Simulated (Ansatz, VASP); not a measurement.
Two plane-wave programs on InAs

Contents of INCAR:

```
PREC     = Accurate       # precision mode
ENCUT    = 500            # plane-wave cutoff, eV
EDIFF    = 1E-7           # SCF threshold, eV
ISMEAR   = -1             # smearing method
SIGMA    = 0.05           # smearing width, eV
LREAL    = F              # projectors in reciprocal space
LASPH    = T              # aspherical terms in the spheres
NELM     = 60             # most SCF steps
ALGO     = Normal         # electronic algorithm
ISIF     = 2              # what is computed and relaxed
LWAVE    = F              # write WAVECAR
LCHARG   = F              # write CHGCAR
GGA      = PE             # functional
NBANDS   = 11             # bands
```

Contents of KPOINTS:

```
regular mesh
0
Gamma
  8 8 8
```

The input POSCAR:

```
InAs
1.0
    0.0000000000      3.0180000000      3.0180000000
    3.0180000000      0.0000000000      3.0180000000
    3.0180000000      3.0180000000      0.0000000000
In As
1 1
Direct
    0.0000000000      0.0000000000      0.0000000000
    0.7500000000      0.7500000000      0.7500000000
```

The input KPOINTS_OPT:

```
path GXWKGLUWLK,UX
10
line-mode
reciprocal
 0.0000000000  0.0000000000  0.0000000000  G
 0.5000000000  0.0000000000  0.5000000000  X

 0.5000000000  0.0000000000  0.5000000000  X
 0.5000000000  0.2500000000  0.7500000000  W

 0.5000000000  0.2500000000  0.7500000000  W
 0.3750000000  0.3750000000  0.7500000000  K

 0.3750000000  0.3750000000  0.7500000000  K
 0.0000000000  0.0000000000  0.0000000000  G

 0.0000000000  0.0000000000  0.0000000000  G
 0.5000000000  0.5000000000  0.5000000000  L

 0.5000000000  0.5000000000  0.5000000000  L
 0.6250000000  0.2500000000  0.6250000000  U

 0.6250000000  0.2500000000  0.6250000000  U
 0.5000000000  0.2500000000  0.7500000000  W

 0.5000000000  0.2500000000  0.7500000000  W
 0.5000000000  0.5000000000  0.5000000000  L

 0.5000000000  0.5000000000  0.5000000000  L
 0.3750000000  0.3750000000  0.7500000000  K

 0.6250000000  0.2500000000  0.6250000000  U
 0.5000000000  0.0000000000  0.5000000000  X
```

Contents of input.yaml:

```yaml
crystal:
  lattice:
    - [0.0, 3.018, 3.018]
    - [3.018, 0.0, 3.018]
    - [3.018, 3.018, 0.0]
  atoms:
    - { symbol: In, position: [0.0, 0.0, 0.0] }
    - { symbol: As, position: [0.75, 0.75, 0.75] }
hamiltonian:
  xc: pbe
  pseudopotentials: { kind: paw }
kpoints:
  mp_grid: { grid: [8, 8, 8] }
  band_path:
    path:
      - [[0.0, 0.0, 0.0], [0.5, 0.0, 0.5], [0.5, 0.25, 0.75], [0.375, 0.375, 0.75], [0.0, 0.0, 0.0], [0.5, 0.5, 0.5], [0.625, 0.25, 0.625], [0.5, 0.25, 0.75], [0.5, 0.5, 0.5], [0.375, 0.375, 0.75]]
      - [[0.625, 0.25, 0.625], [0.5, 0.0, 0.5]]
    npoints: 14
scf:
  occupations: { method: fermi_dirac, width: 0.05 }
  n_extra_bands: 6
output:
  forces: true
  stress: true
  eigenvalues: true
  fatbands: false
```

Alike in both runs: task band structure; functional PBE; k mesh 8 × 8 × 8; occupations fermi-dirac, width 0.05 eV; no spin polarisation.

|  | VASP | Ansatz |
| --- | --- | --- |
| version | VASP 6.6.1 | Ansatz 0.2.0 |
| potentials or method | VASP PAW PBE potentials, release 64 (In, As) | Ansatz PAW |
| plane-wave cutoff (eV) | 500 | 420 |
| valence electrons in the cell | 8 | 28 |

Ansatz gave:

- gap on the k mesh at the Fermi level (eV): none
- pressure (GPa): 4.3

Q: Which values does VASP return?

A: gap on the k mesh at the Fermi level (eV): none; pressure (GPa): 5.2.

A gap of «none» marks a metal or a gap that the smearing closes. With one functional, cell and mesh, what is left measures potentials, basis and numerics. The two sets of potentials don't hold the same shells in valence.

Caveats: spin-orbit coupling is left out, which moves the levels of the heavy elements; this crystal is a semiconductor, whose small gap the functional closes, so the metal is an error of the method.
